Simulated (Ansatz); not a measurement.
**AlP: field gradients as cell or settings change**

Aim: follow the field gradients at the nuclei of AlP through further changes. The cell is a COD entry. Its positions were relaxed in an earlier run. Planned: ions relaxed at fixed cell; a check of method with width with symmetry with xc_grid; functional r2SCAN at the relaxed positions; a check of chi_scale.

Method: DFT, PBE, plane-wave PAW, default files, scalar-relativistic, frozen cores, as far as a step names no other, in Ansatz 0.2.0.

### 1 The starting structure

It takes space group F-43m (No. 216, cubic). Conventional cell: a = 5.420 Å, b = 5.420 Å, c = 5.420 Å, α = 90.00°, β = 90.00°, γ = 90.00°. Al (site symmetry -43m) is surrounded by 4 P at 2.35 Å. P (site symmetry -43m) has 4 Al at 2.35 Å as nearest neighbours.

As a file:

```
Al P
1.0
     0.00000    2.71000    2.71000
     2.71000    0.00000    2.71000
     2.71000    2.71000    0.00000
Al P
1 1
Direct
  0.00000 0.00000 0.00000
  0.25000 0.25000 0.25000
```

The earlier run gave: gap on the mesh 1.54 eV, largest force 0.000 eV/Å, pressure 4.4 GPa.

The printed gradients, by site:

| site | atoms | first shell | V_zz (10²¹ V/m²) | η | C_Q (MHz) |
| --- | --- | --- | --- | --- | --- |
| Al | 1 | 4 P at 2.35 Å | 0.00 | – | 0 (²⁷Al) |
| P | 2 | 4 Al at 2.35 Å | 0.00 | – | – |

Conventions: |V_zz| ≥ |V_yy| ≥ |V_xx|, η = (V_xx − V_yy)/V_zz, C_Q = eQV_zz/h. Nuclear quadrupole moments: year-2017 set (Pyykkö). A dash under C_Q marks elements without a common quadrupolar isotope.

### 2 Ions relaxed at fixed cell

Input file input.yaml:

```yaml
crystal:
  lattice:
    - [0.0, 2.71, 2.71]
    - [2.71, 0.0, 2.71]
    - [2.71, 2.71, 0.0]
  atoms:
    - { symbol: Al, position: [0.0, 0.0, 0.0] }
    - { symbol: P, position: [0.25, 0.25, 0.25] }
kpoints:
  mp_grid: { grid: [14, 14, 14] }
scf:
  occupations: { method: fermi_dirac, width: 0.02 }
hamiltonian:
  xc: pbe
  pseudopotentials: { kind: paw, frozen_core: stored }
output:
  forces: true
  stress: true
  populations: true
  efg: { quadrupole_moments_barn: { Al: 0.1466 } }
relax:
  f_tol: 0.02
  max_steps: 60
```

On the command line:

```sh
ansatz run input.yaml --threads 1 --pin off --max-ram 3072MiB --backend cpu --events-out ev --progress --plain --runs-dir out
```

The log of the run:

```text
Warning: output.stress: scf.convergence.dr2_threshold = 1e-7 eV (the SCF's general default) is looser than the 2e-10 eV advised for a printed stress (1e-10 eV for each atom of the cell: 2). What an SCF threshold leaves in a stress goes as its square root, and in the free energy as the threshold itself, and one threshold admits the most on a small cell: of the crystals measured, under no hybrid functional and no lock of the moments, on runs that ended without the residual-converged pass, on stresses that held no estimate of that error, the worst erred by over 100 MPa in a component at 1e-7 eV an atom and by under 5 at 1e-10. Every solve of this run answers to scf.convergence.dr2_threshold, and the tensor of one is reported: a single SCF on the reported geometry and on this run's grids (its basis.xc_grid and basis.ecutrho_ratio typed), with scf.convergence.dr2_threshold at 2e-10 eV or tighter, prints it and tightens no other solve. Else set scf.convergence.dr2_threshold to 2e-10 eV or tighter. The threshold is an SCF's pass mark: one that does not reach it within its budget of iterations ends unconverged, or closes short of it on a stop that the run arms, and scf.convergence.dr2_threshold's page says what that costs each kind of run
Warning: RAYON_NUM_THREADS=1 ignored (pool sized by the plan → 1); use --threads N
Engine: ansatz 0.2.0, x86_64-unknown-linux-gnu
Pseudopotentials: kind: paw
Pseudopotential: Al, paw, valence charge 3, recommended cutoff 420 eV (normal), Al.paw.azcp
Pseudopotential: P, paw, valence charge 5, recommended cutoff 420 eV (normal), P.paw.azcp
Functional definition: PBE
  parameter kappa = 0.804
  parameter beta = 0.06672455060314922
  exchange = pbe_x(kappa = kappa, mu = beta*pi^2/3)
  correlation = pbe_c(beta = beta)
Crystal: 2 atoms, lattice volume = 39.805 Å³
Basis set: ecut = 420 eV, 749 PW (Γ), exchange–correlation on 54×54×54 points (8 copies of the dense FFT grid, shifted against one another)
Bands: 8, of which v1, the nominal top of the filled ones, is band 4 counted from 1 (3 counted from 0)
Symmetry: 24 space group operations
Space group: F-43m (ITA 216), of the structure as read, at distance tolerance 3.4e-5 Å
k-points: 104 of 2744 (time reversal used)
Non-local potential: Al, projectors of the file, l = 0: 2, l = 1: 2, l = 2: 1
Non-local potential: P, projectors of the file, l = 0: 2, l = 1: 2, l = 2: 2
PAW form: soft (Blöchl's): semilocal exchange-correlation on the pseudo side does not see the compensation charge
PAW one-centre angular grid: Al, 110 points (default); XC on 64 Gauss nodes
PAW one-centre angular grid: P, 110 points (default); XC on 64 Gauss nodes
Initial density: superposition of atomic densities (neutral atoms: chi_scale 0, normalization atom), corrected by the library's trained network
Initial wavefunctions: pseudopotential atomic-orbital guess
Functional: x = pbe(κ = 0.804, μ = 0.2195149727645171), c = pbe(β = 0.06672455060314922)
SCF iter   1: F=—  HF=-1294.418412 eV  |F-HF|=—  |Δ(HF+E_count)|=         —  Δρ=1.19e-3  dr2=8.96e-4  ethr=1.77e-3  ⟨swp⟩=6.4  Hψ=8048  notcnv=0
preconditioner: auto → none  [insulator: Δε(μ)=1.523 eV  Ē_g=10.077 eV  σ=0.020 eV  W_gap=1.00  n_scr=8 (ndim 8)  ℏωp=16.6 eV  f_vac=0.000  D(μ)=0.00/eV (n_scr^D=0)  ε∞_Penn≈3.7]
SCF iter   2: F=—  HF=-1294.418292 eV  |F-HF|=—  |Δ(HF+E_count)|=   1.20e-4  Δρ=3.64e-4  dr2=3.82e-5  ethr=1.12e-5  ⟨swp⟩=2.2  Hψ=2349  notcnv=0
SCF iter   3: F=—  HF=-1294.418357 eV  |F-HF|=—  |Δ(HF+E_count)|=   6.54e-5  Δρ=1.48e-4  dr2=5.14e-6  ethr=4.78e-7  ⟨swp⟩=2.3  Hψ=1248  notcnv=0
SCF iter   4: F=—  HF=-1294.418367 eV  |F-HF|=—  |Δ(HF+E_count)|=   9.51e-6  Δρ=1.67e-5  dr2=1.77e-7  ethr=6.43e-8  ⟨swp⟩=2.3  Hψ=1238  notcnv=0
iter 5 did not close the SCF: its close was put off for the readings that it lacked (scf_convergence_deferred on its scf_iter line)
SCF iter   5: F=-1294.418367 eV  HF=-1294.418367 eV  |F-HF|=2.40e-9  |Δ(HF+E_count)|=   5.95e-8  Δρ=2.35e-6  dr2=1.44e-9  ethr=2.21e-9  ⟨swp⟩=2.4  Hψ=1210  notcnv=0
SCF iter   6: F=-1294.418367 eV  HF=-1294.418367 eV  |F-HF|=1.87e-10  |Δ(HF+E_count)|=   3.03e-9  Δρ=8.78e-7  dr2=4.16e-10  ethr=1.80e-11  ⟨swp⟩=1.9  Hψ=2830  notcnv=0
SCF 1 converged in 6 iterations: F = -1294.418367 eV  dr2 = 4.16e-10
relax step   1: F+E_penalty+E_count = -1294.41836665 eV  Δ(F+E_penalty+E_count) = +0.000e0 eV  max|allowed force component| = 1.758e-16 eV/Å  Δτ_max = 0.0000 Å  (6 SCF iters, accepted)
NSCF: frozen V_eff on 104 k-points
the band table was solved once a step of the walk had ended and its energy, with any forces and stress, was formed, with the checks that follow a solve (7513 applications of the Hamiltonian). They found nothing against the state; the energy, forces and stress were not computed again (output.eigenvalues in the input reference)
SCF converged after 6 iterations
Free energy (F): -1294.418367 eV
Harris-Foulkes:  -1294.418367 eV  (|F-HF|=1.87e-10)
Internal energy: -1294.418367 eV  (E = F + TS)
E sigma→0 (E₀):  -1294.418367 eV
Fermi energy:    6.034409 eV
--- Per-component energies (eV) ---
  E_band       = 6.124140
  E_kinetic    = 94.658111
  E_local      = -80.580128  (includes V_loc(G=0)·N_el)
  E_nonlocal   = 44.882624
  E_hartree    = 24.569962
  E_xc         = -101.899799
  E_vxc        = -90.525822  (∫ρ·V_xc dr)
  E_paw        = -1037.015834  (= ΣΔE_a)
  E_vpaw       = -11.450469  (= ΣTr[D̂ρ^β])
  E_aug_tail   = 0.000001  (compensation charges beyond the density's cutoff)
  E_ewald      = -239.033304
  E_smearing   = -0.000000  (= −TS)
  E_closure    = 0.000000  (closes the sum)
  Σ components = -1294.418367   (vs F -1294.418367, Δ=0.00e0)
--- Forces (eV/Å), atoms counted from 1 ---
  atom   1  Al     0.00000000    -0.00000000     0.00000000
  atom   2  P     -0.00000000     0.00000000     0.00000000
  max |Σ_I F_I| component: 5.55e-17 eV/Å
--- Stress (GPa, compression-positive) ---
        4.399132       0.000000      -0.000000
        0.000000       4.399132       0.000000
       -0.000000       0.000000       4.399132
  P = ⅓ Tr σ = 4.3991 GPa (43.991 kbar)
--- PAW observables at the nuclei: V_zz in 10²¹ V/m², potentials from the cell's mean, atoms counted from 1 ---
  atom   1  Al V_zz =    -0.000000   η = 0.0000   by run symmetry: forbidden   C_q = -0.0000 MHz
            electrostatic potential = -1227.334143 V   contact ρ = none
  atom   2  P  V_zz =    +0.000000   η = 0.0000   by run symmetry: forbidden
            electrostatic potential = -1493.723520 V   contact ρ = none
--- Band table (eV; the first three rows and the last of 104) ---
  k-point 0: bands = ["-6.3689", "5.2587", "5.2587", "5.2587", "8.7559", "9.8532", "9.8532", "9.8532"]
  k-point 1: bands = ["-6.3107", "4.7769", "5.2054", "5.2054", "9.0287", "9.9576", "9.9588", "9.9588"]
  k-point 2: bands = ["-6.1391", "3.7528", "5.0683", "5.0683", "9.0660", "10.2085", "10.2085", "10.6933"]
  k-point 103: bands = ["-3.9011", "0.2609", "2.0642", "2.4073", "9.3145", "10.5667", "12.0289", "12.1891"]
--- Relaxed structure (1 steps of the walk, 1 accepted, 0 SCFs on fresh bases) ---
  F+E_penalty+E_count = -1294.41836665 eV   max|allowed force component| = 1.758e-16 eV/Å
  atoms:
    - { symbol: Al, position: [0.0, 0.0, 0.0] }
    - { symbol: P, position: [0.25, 0.25, 0.25] }
--- Löwdin populations: 2 sites ---
  site symbol       q [e]
     0     Al      2.5979
     1      P      5.3416
  spilling = 0.007559 (of n_electrons = 8.000000)
```

It took 19 s on 1 thread of Intel Xeon at 2.50GHz (Skylake/Cascade Lake), shared host; peak memory 0.38 GiB.

No atom moved: the forces were under the tolerance from the start.

The run ends with gap on the mesh 1.54 eV, largest force 0.000 eV/Å, pressure 4.4 GPa.

What changed since step 1 (V_zz in 10²¹ V/m²):

| site | atoms | V_zz, step 1 | V_zz, step 2 | η, step 1 | η, step 2 |
| --- | --- | --- | --- | --- | --- |
| Al | 1 | 0.00 | 0.00 | – | – |
| P | 2 | 0.00 | 0.00 | – | – |

Like atoms gathered into sites:

| site | atoms | first shell | V_zz (10²¹ V/m²) | η | C_Q (MHz) |
| --- | --- | --- | --- | --- | --- |
| Al | 1 | 4 P at 2.35 Å | 0.00 | – | 0 (²⁷Al) |
| P | 2 | 4 Al at 2.35 Å | 0.00 | – | – |

### 3 Trying other settings (scf.occupations.method = methfessel_paxton, scf.occupations.width = 0.3, crystal.symmetry = detect: false, basis.xc_grid = 1)

Changes to input.yaml since step 2:

```diff
@@ -8,2 +8,3 @@
     - { symbol: P, position: [0.25, 0.25, 0.25] }
+  symmetry: { detect: false }
 kpoints:
@@ -11,3 +12,3 @@
 scf:
-  occupations: { method: fermi_dirac, width: 0.02 }
+  occupations: { method: methfessel_paxton, width: 0.3 }
 hamiltonian:
@@ -20,4 +21,3 @@
   efg: { quadrupole_moments_barn: { Al: 0.1466 } }
-relax:
-  f_tol: 0.02
-  max_steps: 60
+basis:
+  xc_grid: 1
```

On the command line:

```sh
ansatz run input.yaml --threads 1 --pin off --max-ram 3072MiB --backend cpu --events-out ev --progress --plain --runs-dir out
```

The log of the run:

```text
Warning: RAYON_NUM_THREADS=1 ignored (pool sized by the plan → 1); use --threads N
[... 9 set-up lines as earlier in the session ...]
Crystal: 2 atoms, lattice volume = 39.805 Å³
Basis set: ecut = 420 eV, 749 PW (Γ)
Bands: 8, of which v1, the nominal top of the filled ones, is band 4 counted from 1 (3 counted from 0)
Symmetry: 1 space group operations
k-points: 1376 of 2744 (time reversal used)
[... 8 set-up lines as earlier in the session ...]
SCF iter   1: F=—  HF=-1294.418086 eV  |F-HF|=—  |Δ(HF+E_count)|=         —  Δρ=1.20e-3  dr2=8.99e-4  ethr=1.77e-3  ⟨swp⟩=5.3  Hψ=91551  notcnv=0
preconditioner: auto → none  [insulator: Δε(μ)=1.523 eV  Ē_g=10.077 eV  σ=0.300 eV  W_gap=1.00  n_scr=8 (ndim 8)  ℏωp=16.6 eV  f_vac=0.000  D(μ)=-0.00/eV (n_scr^D=0)  ε∞_Penn≈3.7]
SCF iter   2: F=—  HF=-1294.418296 eV  |F-HF|=—  |Δ(HF+E_count)|=   2.10e-4  S|Δr|=    0.00e0  Δρ=3.65e-4  dr2=3.73e-5  ethr=1.12e-5  ⟨swp⟩=2.2  Hψ=26920  notcnv=0
SCF iter   3: F=—  HF=-1294.418346 eV  |F-HF|=—  |Δ(HF+E_count)|=   4.96e-5  S|Δr|=    0.00e0  Δρ=1.46e-4  dr2=4.97e-6  ethr=4.66e-7  ⟨swp⟩=2.4  Hψ=16756  notcnv=0
SCF iter   4: F=—  HF=-1294.418355 eV  |F-HF|=—  |Δ(HF+E_count)|=   9.51e-6  S|Δr|=    0.00e0  Δρ=1.51e-5  dr2=1.35e-7  ethr=6.22e-8  ⟨swp⟩=2.4  Hψ=16579  notcnv=0
SCF iter   5: F=-1294.418355 eV  HF=-1294.418355 eV  |F-HF|=4.19e-9  |Δ(HF+E_count)|=   3.50e-8  S|Δr|=    0.00e0  Δρ=3.43e-6  dr2=2.48e-9  ethr=1.25e-9  ⟨swp⟩=7.8  Hψ=74218  notcnv=0
SCF 1 converged in 5 iterations: F = -1294.418355 eV  dr2 = 2.48e-9
SCF converged after 5 iterations
Stability not checked: this state was not tested for a lower state beside it, because cold or Methfessel-Paxton smearing, or corrected tetrahedra, fill the levels in a way that the test cannot read (fill_not_monotonic; see scf.lower_state_search)
Free energy (F): -1294.418355 eV
Harris-Foulkes:  -1294.418355 eV  (|F-HF|=4.19e-9)
Internal energy: -1294.418366 eV  (E = F + TS)
E sigma→0 (E₀):  -1294.418358 eV
Entropy (-TS):   0.000010 eV (0.005 meV/atom)
Fermi energy:    6.075188 eV
Step filling:    the computed levels leave a gap of 1.5374 eV = 5.1 smearing widths at the electron count; against every level under it full and every level over it empty, smearing changes F+E_penalty+E_count by +6.46e-4 meV and its σ→0 estimate by -1.90e-3 meV
--- Per-component energies (eV) ---
  E_band       = 6.124118
  E_kinetic    = 94.658214
  E_local      = -80.580154  (includes V_loc(G=0)·N_el)
  E_nonlocal   = 44.882552
  E_hartree    = 24.569976
  E_xc         = -101.899814
  E_vxc        = -90.526056  (∫ρ·V_xc dr)
  E_paw        = -1037.015837  (= ΣΔE_a)
  E_vpaw       = -11.450434  (= ΣTr[D̂ρ^β])
  E_aug_tail   = 0.000001  (compensation charges beyond the density's cutoff)
  E_ewald      = -239.033304
  E_smearing   = 0.000010  (= −TS)
  E_closure    = -0.000000  (closes the sum)
  Σ components = -1294.418355   (vs F -1294.418355, Δ=0.00e0)
--- Forces (eV/Å), atoms counted from 1 ---
  atom   1  Al    -0.00000035    -0.00000022    -0.00000019
  atom   2  P      0.00002059     0.00002007     0.00002006
  max |Σ_I F_I| component: 2.02e-5 eV/Å
--- Stress (GPa, compression-positive) ---
        4.400529       0.000061       0.000062
        0.000061       4.400529       0.000064
        0.000062       0.000064       4.400530
  P = ⅓ Tr σ = 4.4005 GPa (44.005 kbar)
--- PAW observables at the nuclei: V_zz in 10²¹ V/m², potentials from the cell's mean, atoms counted from 1 ---
  atom   1  Al V_zz =    +0.000039   η = 0.0148   by run symmetry: not_imposed   C_q = +0.0001 MHz
            electrostatic potential = -1227.334292 V   contact ρ = none
  atom   2  P  V_zz =    -0.000081   η = 0.0152   by run symmetry: not_imposed
            electrostatic potential = -1493.723413 V   contact ρ = none
--- Band table (eV; the first three rows and the last of 1376) ---
  k-point 0: bands = ["-6.3689", "5.2586", "5.2586", "5.2586", "8.7560", "9.8532", "9.8532", "9.8532"]
  k-point 1: bands = ["-6.3107", "4.7768", "5.2054", "5.2054", "9.0287", "9.9576", "9.9588", "9.9588"]
  k-point 2: bands = ["-6.1391", "3.7528", "5.0683", "5.0683", "9.0661", "10.2085", "10.2085", "10.6933"]
  k-point 1375: bands = ["-4.6366", "-0.3629", "4.4846", "4.4846", "8.1600", "10.0802", "10.0802", "13.5928"]
--- Löwdin populations: 2 sites ---
  site symbol       q [e]
     0     Al      2.5979
     1      P      5.3416
  spilling = 0.007560 (of n_electrons = 8.000000)
```

It took 2.7 min on 1 thread of Intel Xeon at 2.50GHz (Skylake/Cascade Lake), shared host; peak memory 0.93 GiB.

State: gap on the mesh 1.54 eV, largest force 0.000 eV/Å, pressure 4.4 GPa.

Beside the values of step 1 (V_zz in 10²¹ V/m²):

| site | atoms | V_zz, PBE, rigid cores | V_zz, new settings | η, PBE, rigid cores | η, new settings |
| --- | --- | --- | --- | --- | --- |
| Al | 1 | 0.00 | <0.01 | – | – |
| P | 2 | 0.00 | <0.01 | – | – |

No site has a gradient above 0.15 × 10²¹ V/m² in either run. The free energy stayed within 0.1 meV/atom. These settings are under the usual standard, though here the error is small.

### 4 Functional r2SCAN at the relaxed positions

Input file input.yaml:

```yaml
crystal:
  lattice:
    - [0.0, 2.71, 2.71]
    - [2.71, 0.0, 2.71]
    - [2.71, 2.71, 0.0]
  atoms:
    - { symbol: Al, position: [0.0, 0.0, 0.0] }
    - { symbol: P, position: [0.25, 0.25, 0.25] }
kpoints:
  mp_grid: { grid: [14, 14, 14] }
scf:
  occupations: { method: fermi_dirac, width: 0.02 }
hamiltonian:
  xc: r2scan
  pseudopotentials: { kind: paw, frozen_core: stored }
output:
  forces: true
  stress: true
  populations: true
  efg: { quadrupole_moments_barn: { Al: 0.1466 } }
```

On the command line:

```sh
ansatz run input.yaml --threads 1 --pin off --max-ram 3072MiB --backend cpu --events-out ev --progress --plain --runs-dir out
```

The log of the run, shortened:

```text
Warning: RAYON_NUM_THREADS=1 ignored (pool sized by the plan → 1); use --threads N
[...]
[... 1 set-up line as earlier in the session ...]
Pseudopotential: Al, paw, valence charge 3, recommended cutoff 500 eV (meta_gga), Al.paw.azcp
Pseudopotential: P, paw, valence charge 5, recommended cutoff 500 eV (meta_gga), P.paw.azcp
Functional definition: r2SCAN
[...]
Crystal: 2 atoms, lattice volume = 39.805 Å³
Basis set: ecut = 500 eV, 965 PW (Γ), exchange–correlation on 120×120×120 points (64 copies of the dense FFT grid, shifted against one another)
Bands: 8, of which v1, the nominal top of the filled ones, is band 4 counted from 1 (3 counted from 0)
[... 2 set-up lines as earlier in the session ...]
k-points: 104 of 2744 (time reversal used)
[...]
  atom   1  Al     0.00000000    -0.00000000     0.00000000
  atom   2  P     -0.00000000     0.00000000    -0.00000000
[...]
--- Stress (GPa, compression-positive) ---
        2.880296       0.000000      -0.000000
        0.000000       2.880296       0.000000
       -0.000000       0.000000       2.880296
  P = ⅓ Tr σ = 2.8803 GPa (28.803 kbar)
--- PAW observables at the nuclei: V_zz in 10²¹ V/m², potentials from the cell's mean, atoms counted from 1 ---
  atom   1  Al V_zz =    -0.000000   η = 0.0000   by run symmetry: forbidden   C_q = -0.0000 MHz
            electrostatic potential = -1226.816762 V   contact ρ = none
  atom   2  P  V_zz =    +0.000000   η = 0.0000   by run symmetry: forbidden
            electrostatic potential = -1493.516037 V   contact ρ = none
--- Band table (eV; the first three rows and the last of 104) ---
  k-point 0: bands = ["-7.0392", "5.0872", "5.0872", "5.0872", "9.2763", "10.0790", "10.0790", "10.0790"]
[...]
--- Löwdin populations: 2 sites ---
  site symbol       q [e]
     0     Al      2.5549
     1      P      5.3798
  spilling = 0.008173 (of n_electrons = 8.000000)
```

It took 24 s on 1 thread of Intel Xeon at 2.50GHz (Skylake/Cascade Lake), shared host; peak memory 0.49 GiB.

State: gap on the mesh 1.87 eV, largest force 0.000 eV/Å, pressure 2.9 GPa.

What changed since step 2 (V_zz in 10²¹ V/m²):

| site | atoms | V_zz, PBE, rigid cores | V_zz, r2SCAN, rigid cores | η, PBE, rigid cores | η, r2SCAN, rigid cores |
| --- | --- | --- | --- | --- | --- |
| Al | 1 | 0.00 | 0.00 | – | – |
| P | 2 | 0.00 | 0.00 | – | – |

[end of part 1 of 2]
